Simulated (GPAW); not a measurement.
# AlAu (Pm-3m) in GPAW: convergence with bands over the usual count

Aim: find how far bands over the usual count must go before the results for AlAu settle, at PBEsol. This setting moves, with any that are tied to it; all else stays.

Everything below comes from runs of GPAW 26.7.0. Logs are shortened: lines on timing, memory, paths and dates and some standing lists are left out, and cuts for length are marked. The log counts tension as positive stress, the text compression.

## Step 1: The structure

Symmetry: Pm-3m, No. 221, cubic system. Conventional cell: a = 3.224 Å, b = 3.224 Å, c = 3.224 Å, α = 90.00°, β = 90.00°, γ = 90.00°. Au (site symmetry m-3m) is surrounded by 8 Al at 2.79 Å. Al (site symmetry m-3m) is surrounded by 8 Au at 2.79 Å.

The cell comes from a database or a generator and needn't be the stable form of this composition.

## Step 2: With bands over the usual count 0.72

File run.py:

```python
from ase.dft.bandgap import bandgap
from ase.io import read, write
from ase.units import GPa
from gpaw import GPAW, PW, setup_paths

setup_paths.insert(0, '.')

atoms = read('POSCAR')

calc = GPAW(mode=PW(600),
            xc='PBEsol',
            kpts={'size': (8, 8, 8), 'gamma': True},
            occupations={'name': 'fermi-dirac', 'width': 0.05},
            nbands=12,
            convergence={'density': 1e-05, 'energy': 1e-05},
            maxiter=100,
            txt='gpaw.txt')
atoms.calc = calc
energy = atoms.get_potential_energy()
forces = atoms.get_forces()
stress = atoms.get_stress()
calc.write('gs.gpw')
write('result.traj', atoms)
print(f'Energy: {energy:.6f} eV')
print('Forces (eV/A):')
print(forces.round(4))
print('Stress (GPa):', (stress / GPa).round(3))
print('Fermi level:', round(calc.get_fermi_level(), 4), 'eV')
print(f'Gap: {bandgap(calc)[0]:.4f} eV, direct: {bandgap(calc, direct=True)[0]:.4f} eV')
```

File POSCAR:

```
AlAu
1.0
    3.2239420000      0.0000000000      0.0000000000
    0.0000000000      3.2239420000      0.0000000000
    0.0000000000      0.0000000000      3.2239420000
Au Al
1 1
Direct
    0.5000000000      0.5000000000      0.5000000000
    0.0000000000      0.0000000000      0.0000000000
```

Potentials or basis: PAW data sets generated in the run's folder for this functional, pw.

On the command line:

```
gpaw-setup -f PBEsol Al Au
OMP_NUM_THREADS=1 python run.py
```

gpaw.txt:

```text
__  _  _
 | _ |_)|_||  |
 |__||  | ||/\| - 26.7.0

Input parameters:
  mode=PW(ecut=600.0),
  convergence={'density': 1e-05, 'energy': 1e-05},
  kpts=MonkhorstPack(size=(8, 8, 8), gamma=True),
  maxiter=100,
  nbands=12,
  occupations=Occupations(name='fermi-dirac', width=0.05),
  xc=XC(name='PBEsol')

Diagonalizing LCAO Hamiltonian
Converting LCAO to pw mode
   .-------.
  /|       |
 * |       |
 | |  Au   |
 | .-------.
 |/       /
 Al------*

Atoms  # Å, Bohr magnetons
|   | symbol |        x |        y |        z |    initial magnetic moments |
|---|--------|----------|----------|----------|-----------------------------|
| 0 |     Au | 1.611971 | 1.611971 | 1.611971 | ( 0.0000,  0.0000,  0.0000) |
| 1 |     Al | 0.000000 | 0.000000 | 0.000000 | ( 0.0000,  0.0000,  0.0000) |

Unit cell  # Å
| periodic |        x |        y |        z |  lengths |    angles |
|----------|----------|----------|----------|----------|-----------|
|      yes | 3.223942 | 0.000000 | 0.000000 | 3.223942 | 90.000000 |
|      yes | 0.000000 | 3.223942 | 0.000000 | 3.223942 | 90.000000 |
|      yes | 0.000000 | 0.000000 | 3.223942 | 3.223942 | 90.000000 |

Number of symmetries: 48
Symmetry operations  # r_c * U_cc + t_c -> r_c
|    | kind |            matrix            |
|----|------|------------------------------|
|  0 |  E   |  1, 0, 0,  0, 1, 0,  0, 0, 1 |
|  1 |  σ   |  1, 0, 0,  0, 1, 0,  0, 0,-1 |
|  2 |  σ   |  1, 0, 0,  0, 0, 1,  0, 1, 0 |
|  3 |  C4  |  1, 0, 0,  0, 0, 1,  0,-1, 0 |
|  4 |  C4  |  1, 0, 0,  0, 0,-1,  0, 1, 0 |
|  5 |  σ   |  1, 0, 0,  0, 0,-1,  0,-1, 0 |
|  6 |  σ   |  1, 0, 0,  0,-1, 0,  0, 0, 1 |
|  7 |  C2  |  1, 0, 0,  0,-1, 0,  0, 0,-1 |
|  8 |  σ   |  0, 1, 0,  1, 0, 0,  0, 0, 1 |
|  9 |  C2  |  0, 1, 0,  1, 0, 0,  0, 0,-1 |
| 10 |  C3  |  0, 1, 0,  0, 0, 1,  1, 0, 0 |
| 11 |  S6  |  0, 1, 0,  0, 0, 1, -1, 0, 0 |
| 12 |  S6  |  0, 1, 0,  0, 0,-1,  1, 0, 0 |
| 13 |  C3  |  0, 1, 0,  0, 0,-1, -1, 0, 0 |
| 14 |  C4  |  0, 1, 0, -1, 0, 0,  0, 0, 1 |
| 15 |  S4  |  0, 1, 0, -1, 0, 0,  0, 0,-1 |
| 16 |  C3  |  0, 0, 1,  1, 0, 0,  0, 1, 0 |
| 17 |  S6  |  0, 0, 1,  1, 0, 0,  0,-1, 0 |
| 18 |  σ   |  0, 0, 1,  0, 1, 0,  1, 0, 0 |
| 19 |  C4  |  0, 0, 1,  0, 1, 0, -1, 0, 0 |
| 20 |  C2  |  0, 0, 1,  0,-1, 0,  1, 0, 0 |
| 21 |  S4  |  0, 0, 1,  0,-1, 0, -1, 0, 0 |
| 22 |  S6  |  0, 0, 1, -1, 0, 0,  0, 1, 0 |
| 23 |  C3  |  0, 0, 1, -1, 0, 0,  0,-1, 0 |
| 24 |  S6  |  0, 0,-1,  1, 0, 0,  0, 1, 0 |
| 25 |  C3  |  0, 0,-1,  1, 0, 0,  0,-1, 0 |
| 26 |  C4  |  0, 0,-1,  0, 1, 0,  1, 0, 0 |
| 27 |  σ   |  0, 0,-1,  0, 1, 0, -1, 0, 0 |
| 28 |  S4  |  0, 0,-1,  0,-1, 0,  1, 0, 0 |
| 29 |  C2  |  0, 0,-1,  0,-1, 0, -1, 0, 0 |
| 30 |  C3  |  0, 0,-1, -1, 0, 0,  0, 1, 0 |
| 31 |  S6  |  0, 0,-1, -1, 0, 0,  0,-1, 0 |
| 32 |  C4  |  0,-1, 0,  1, 0, 0,  0, 0, 1 |
| 33 |  S4  |  0,-1, 0,  1, 0, 0,  0, 0,-1 |
| 34 |  S6  |  0,-1, 0,  0, 0, 1,  1, 0, 0 |
| 35 |  C3  |  0,-1, 0,  0, 0, 1, -1, 0, 0 |
| 36 |  C3  |  0,-1, 0,  0, 0,-1,  1, 0, 0 |
| 37 |  S6  |  0,-1, 0,  0, 0,-1, -1, 0, 0 |
| 38 |  σ   |  0,-1, 0, -1, 0, 0,  0, 0, 1 |
| 39 |  C2  |  0,-1, 0, -1, 0, 0,  0, 0,-1 |
| 40 |  σ   | -1, 0, 0,  0, 1, 0,  0, 0, 1 |
| 41 |  C2  | -1, 0, 0,  0, 1, 0,  0, 0,-1 |
| 42 |  C2  | -1, 0, 0,  0, 0, 1,  0, 1, 0 |
| 43 |  S4  | -1, 0, 0,  0, 0, 1,  0,-1, 0 |
| 44 |  S4  | -1, 0, 0,  0, 0,-1,  0, 1, 0 |
| 45 |  C2  | -1, 0, 0,  0, 0,-1,  0,-1, 0 |
| 46 |  C2  | -1, 0, 0,  0,-1, 0,  0, 0, 1 |
| 47 |  i   | -1, 0, 0,  0,-1, 0,  0, 0,-1 |

BZ-sampling:
  Number of BZ points: 512
  Number of IBZ points: 35

  Monkhorst-Pack size: [8, 8, 8]
  Monkhorst-Pack shift: [0.0625, 0.0625, 0.0625]

K-points  # in reciprocal-cell coordinates
|     |                                coordinates |     weight |
|-----|--------------------------------------------|------------|
|   0 | (  0.00000000,   0.00000000,   0.00000000) | 0.00195312 |
|   1 | (  0.12500000,   0.00000000,   0.00000000) | 0.01171875 |
|   2 | (  0.12500000,   0.12500000,   0.00000000) | 0.02343750 |
|   3 | (  0.12500000,   0.12500000,   0.12500000) | 0.01562500 |
|   4 | (  0.25000000,   0.00000000,   0.00000000) | 0.01171875 |
|   5 | (  0.25000000,   0.12500000,   0.00000000) | 0.04687500 |
|   6 | (  0.25000000,   0.12500000,   0.12500000) | 0.04687500 |
|   7 | (  0.25000000,   0.25000000,   0.00000000) | 0.02343750 |
|   8 | (  0.25000000,   0.25000000,   0.12500000) | 0.04687500 |
|   9 | (  0.25000000,   0.25000000,   0.25000000) | 0.01562500 |
| ... |                                            |            |
|  34 | (  0.50000000,   0.50000000,   0.50000000) | 0.00195312 |

Plane wave coefficients: 1141
Cutoff: 600.0 eV

Spin-components: 1 (collinear spins)
Bands:           12
Projectors:      11
Spin-degeneracy: 2
Datatype:        complex128

Parallelization:
  kpt:    1
  domain: 1
  band:   1

Density:
  Valence electrons: 14.0
  Components: 1
  Grid points: [20 20 20]
  Charge: 0.0  # |e|

Potential:
  Grid points: [20 20 20]

species:
  Au:
    name:    Gold
    Z:       79.0
    valence: 11
    core:    68
    charge:  0.0  # [|e|]
    compensation charges:
      type: gauss
      rc: 0.42  # [Å]
      lmax: 2
    cutoffs:
      filter: 2.33  # [Å]
      core: 2.81  # [Å]
    projectors
    | kind |    occ | energy [eV] | rcut [Å] |
    |------|--------|-------------|----------|
    |   6s |  1.000 |      -5.766 |    1.323 |
    |   6p |  0.000 |      -0.708 |    1.323 |
    |   5d | 10.000 |      -6.915 |    1.323 |
    |    s |        |      21.446 |    1.323 |
    |    p |        |      26.504 |    1.323 |
    |    d |        |      20.296 |    1.323 |

    Using partial waves for Au as LCAO basis

  Al:
    name:    Aluminium
    Z:       13.0
    valence: 3
    core:    10
    charge:  0.0  # [|e|]
    compensation charges:
      type: gauss
      rc: 0.34  # [Å]
      lmax: 2
    cutoffs:
      filter: 1.91  # [Å]
      core: 2.36  # [Å]
    projectors
    | kind |    occ | energy [eV] | rcut [Å] |
    |------|--------|-------------|----------|
    |   3s |  2.000 |      -7.715 |    1.085 |
    |   3p |  1.000 |      -2.689 |    1.085 |
    |    s |        |      19.497 |    1.085 |
    |    p |        |      24.522 |    1.085 |
    |    d |        |       0.000 |    1.085 |

    Using partial waves for Al as LCAO basis

Reference energy: -523045.783449  # eV

eigensolver:
  PPCG
  Converge bands: occupied
  niter=2

density mixing:
  MSR1-Mixer
  Pratt-step length: 0.05
  Maximum mixing coefficient: 0.75
  Old densities: 10
  SVD Regularization: 0.005
  Good broyden scale: 1.0
  Trust region scale: 1.0
  Backstep threshold: 4.0
  History deletion threshold: 6.0
  Fourier metric: weight=20.0, sigma=0.015

occupation numbers:
  Fermi-Dirac:
    width: 0.0500  # eV

poisson solver:
  ecut: 4800.0  # eV

xc functional:
  name: PBEsol with 2 nearest neighbor stencil

convergence criteria:
- Maximum integral of absolute [dens]ity change: 1e-05 electrons / valence electron
- Maximum [total energy] change in last 3 cyles: 1e-05 eV / valence electron
- Maximum integral of absolute [eigenst]ate change: 4e-08 eV^2 / valence electron
maximum number of iterations: 100

SCF iterations
|iter     | |      energy | eigst |  dens |
|---------|-|-------------|-------|-------|
|iter:   1| |   -9.501382 | +0.35 |       |
|iter:   2| |   -9.218098 | -1.90 | -0.87 |
|iter:   3| |   -8.499614 | -1.10 | -0.93 |
|iter:   4| |   -8.476326 | -3.01 | -1.55 |
|iter:   5| |   -8.471106 | -3.63 | -1.92 |
|iter:   6| |   -8.470949 | -4.88 | -2.67 |
|iter:   7| |   -8.470952 | -5.88 | -3.36 |
|iter:   8| |   -8.470952c| -7.71c| -4.20 |
|iter:   9| |   -8.470952c| -7.84c| -4.58 |
|iter:  10| |   -8.470952c| -8.73c| -5.62c|

Converged in 10 steps
Energy contributions relative to reference atoms: (reference = -523045.783449)

Energy contributions:
  Kinetic:         -15.916144
  Coulomb:          14.627759
  Zero:              0.190502
  External:          0.000000
  Xc:               -7.369540
  Entropy:          -0.007058
  Spinorbit:         0.000000
  ----------------------------
  Free energy:      -8.474481
  Extrapolated:     -8.470952

dipole moment: (-5.529813, -5.529813, -5.529813)  # |e|*Ang

Fermi level: 9.311
Eigenvalues  # (at kpt = [0.000, 0.000, 0.000])
| band index |      eig [eV] | occ [0-2] |
|------------|---------------|-----------|
|          0 |        -2.027 |     2.000 |
|          1 |         2.696 |     2.000 |
|          2 |         2.696 |     2.000 |
|          3 |         4.590 |     2.000 |
|          4 |         4.590 |     2.000 |
|          5 |         4.590 |     2.000 |
|          6 |        12.179 |     0.000 |
|          7 |        12.179 |     0.000 |
|          8 |        12.179 |     0.000 |
|          9 |        15.956 |     0.000 |
|         10 |        16.684 |     0.000 |
|         11 |        16.684 |     0.000 |

No gap
No difference between direct/indirect transitions

Forces  # eV/Ang
|       x |        y |       z |
|---------|----------|---------|
| 0.00000 | -0.00000 | 0.00000 |  # Au   0
| 0.00000 |  0.00000 | 0.00000 |  # Al   1

Stress tensor  # eV/Ang^3
|         x |         y |        z |
|-----------|-----------|----------|
|  0.028315 | -0.000000 | 0.000000 |
| -0.000000 |  0.028315 | 0.000000 |
|  0.000000 |  0.000000 | 0.028315 |

# Writing to gs.gpw (mode='')
```

Run time: 13 s. Hardware: 1 thread of Arm Neoverse V1, shared host; peak memory 0.14 GiB.

Results:

| Quantity | Value |
| --- | --- |
| Free energy | -8.4745 eV |
| Pressure | -4.5 GPa |
| Band gap on the k mesh | none (metal or under the smearing width) |

## Step 3: With bands over the usual count 0.8

run.py: that of step 2 with these lines changed.

```diff
@@ -13,3 +13,3 @@
             occupations={'name': 'fermi-dirac', 'width': 0.05},
-            nbands=12,
+            nbands=13,
             convergence={'density': 1e-05, 'energy': 1e-05},
```

POSCAR is that of step 2.

Potentials or basis: PAW data sets generated in the run's folder for this functional, pw.

On the command line:

```
gpaw-setup -f PBEsol Al Au
OMP_NUM_THREADS=1 python run.py
```

It took 13 s on 1 thread of Arm Neoverse V1, shared host; peak memory 0.15 GiB.

It converged, with:

```
Free energy            : -8.4745 eV
Pressure               : -4.5 GPa
Band gap on the k mesh : none (metal or under the smearing width)
```

## Step 4: With bands over the usual count 0.9

run.py: that of step 3 with these lines changed.

```diff
@@ -13,3 +13,3 @@
             occupations={'name': 'fermi-dirac', 'width': 0.05},
-            nbands=13,
+            nbands=15,
             convergence={'density': 1e-05, 'energy': 1e-05},
```

POSCAR is that of step 3.

On the command line:

```
gpaw-setup -f PBEsol Al Au
OMP_NUM_THREADS=1 python run.py
```

Run time: 14 s. Hardware: 1 thread of Arm Neoverse V1, shared host; peak memory 0.15 GiB.

The run converged. Its results:

```yaml
Free_energy: -8.4745 eV
Pressure: -4.5 GPa
Band_gap_on_the_k_mesh: none (metal or under the smearing width)
```

## Step 5: With bands over the usual count 1

run.py: that of step 4 with these lines changed.

```diff
@@ -13,3 +13,3 @@
             occupations={'name': 'fermi-dirac', 'width': 0.05},
-            nbands=15,
+            nbands=17,
             convergence={'density': 1e-05, 'energy': 1e-05},
```

POSCAR is that of step 4.

On the command line:

```
gpaw-setup -f PBEsol Al Au
OMP_NUM_THREADS=1 python run.py
```

It took 15 s on 1 thread of Arm Neoverse V1, shared host; peak memory 0.15 GiB.

It converged, with:

| Quantity | Value |
| --- | --- |
| Free energy | -8.4745 eV |
| Pressure | -4.5 GPa |
| Band gap on the k mesh | none (metal or under the smearing width) |

## Step 6: With bands over the usual count 1.3

run.py: that of step 5 with these lines changed.

```diff
@@ -13,3 +13,3 @@
             occupations={'name': 'fermi-dirac', 'width': 0.05},
-            nbands=17,
+            nbands=22,
             convergence={'density': 1e-05, 'energy': 1e-05},
```

POSCAR is that of step 5.

Potentials or basis: PAW data sets generated in the run's folder for this functional, pw.

On the command line:

```
gpaw-setup -f PBEsol Al Au
OMP_NUM_THREADS=1 python run.py
```

It took 18 s on 1 thread of Arm Neoverse V1, shared host; peak memory 0.15 GiB.

It converged, with:

```yaml
Free_energy: -8.4745 eV
Pressure: -4.5 GPa
Band_gap_on_the_k_mesh: none (metal or under the smearing width)
```

## Step 7: With bands over the usual count 1.7

run.py: that of step 6 with these lines changed.

```diff
@@ -13,3 +13,3 @@
             occupations={'name': 'fermi-dirac', 'width': 0.05},
-            nbands=22,
+            nbands=28,
             convergence={'density': 1e-05, 'energy': 1e-05},
```

POSCAR is that of step 6.

On the command line:

```
gpaw-setup -f PBEsol Al Au
OMP_NUM_THREADS=1 python run.py
```

It took 21 s on 1 thread of Arm Neoverse V1, shared host; peak memory 0.16 GiB.

The run converged. Its results:

* Free energy: -8.4745 eV
* Pressure: -4.5 GPa
* Band gap on the k mesh: none (metal or under the smearing width)

## Step 8: With bands over the usual count 2.5

run.py: that of step 7 with these lines changed.

```diff
@@ -13,3 +13,3 @@
             occupations={'name': 'fermi-dirac', 'width': 0.05},
-            nbands=28,
+            nbands=41,
             convergence={'density': 1e-05, 'energy': 1e-05},
```

POSCAR is that of step 7.

On the command line:

```
gpaw-setup -f PBEsol Al Au
OMP_NUM_THREADS=1 python run.py
```

Wall time 29 s (1 thread of Arm Neoverse V1, shared host); peak memory 0.16 GiB.

Results (log left out):

* Free energy: -8.4745 eV
* Pressure: -4.5 GPa
* Band gap on the k mesh: none (metal or under the smearing width)

## Step 9: Summary

```
bands over the usual count  energy less the tightest run, at zero smearing (meV/atom)  SCF cycles  CPU time (s)  peak memory (GiB)
                      0.72                                                       0.00          10            13               0.14
                       0.8                                                       0.00          10            13               0.15
                       0.9                                                       0.00          10            14               0.15
                         1                                                       0.00          10            15               0.15
                       1.3                                                       0.00          10            18               0.15
                       1.7                                                       0.00          10            21               0.16
                       2.5                                                       0.00          10            29               0.16
```

Against the tightest run, the energy stays within 1 meV/atom from 0.72 on. The tightest run that finished is the yardstick and may itself not be fully converged.

Caveats: with this Au data set, volumes or pressures lay over 1.5 % or 2 GPa off other programs in two to four cells of ten.
